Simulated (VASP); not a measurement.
A run of VASP 6.6.1 is set up as follows.

INCAR

```
PREC = Accurate
ENCUT = 520
EDIFF = 1E-6
ISMEAR = 0
SIGMA = 0.1
LREAL = False
LASPH = True
NELM = 100
ALGO = Normal
ISIF = 2
LWAVE = False
LCHARG = False
GGA = PE
NBANDS = 12
```

File KPOINTS:

```
regular mesh
0
Gamma
  12 12 12
```

The input POSCAR:

```
SbSe
1.0
    0.0000000000      2.9983668628      2.9983668628
    2.9983668628      0.0000000000      2.9983668628
    2.9983668628      2.9983668628      0.0000000000
Sb Se
1 1
Direct
    0.0000000000      0.0000000000      0.0000000000
    0.5000000000      0.5000000000      0.5000000000
```

Potentials or basis: VASP PAW PBE potentials, release 64 (Sb, Se).

The run is started by

```console
$ cat potpaw_PBE.64/Sb/POTCAR potpaw_PBE.64/Se/POTCAR > POTCAR
$ mpirun -np 1 vasp_std > vasp.out
```

Q: What does it give for the pressure?

A: -0.1 GPa.

Q: Estimate the band gap on the k mesh.

A: None (metal or under the smearing width).

The run has no spin-orbit coupling, so splittings on Sb are missing.
